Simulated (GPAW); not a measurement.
C:

```xyz
2
Lattice="0.0000 1.7834 1.7834 1.7834 0.0000 1.7834 1.7834 1.7834 0.0000" Properties=species:S:1:pos:R:3 pbc="T T T"
C     2.6751    2.6751    2.6751
C     1.7834    1.7834    1.7834
```

This isn't the form of C at room conditions, which is graphite.

Program: GPAW 26.7.0. Alike in all runs: no spin polarisation; cell as given; smearing fermi-dirac 0.05 eV.

Q: Order these runs on this cell by their band gap on the k mesh, lowest first.
A. level AM05; potentials or basis PAW data sets generated in the run's folder for this functional, pw; k mesh 10 × 10 × 10; cutoff (eV) 800; maxiter 150; band path GXWKGLUWLK,UX; band points 100; mesh quality not flagged
B. level HF; potentials or basis GPAW PAW data sets (gpaw-data 1.2.1), pw; k mesh 6 × 6 × 6; cutoff (eV) 600; maxiter 60; mesh quality coarse
C. level rSCAN; potentials or basis GPAW PAW data sets (gpaw-data 1.2.1), pw; k mesh 10 × 10 × 10; cutoff (eV) 800; maxiter 150; band path GXWKGLUWLK,UX; band points 100; mesh quality not flagged

A: A (4.05 eV), C (4.41 eV), B (12.64 eV).

Caveats: some runs use coarse meshes.

A k mesh can miss the band edges.
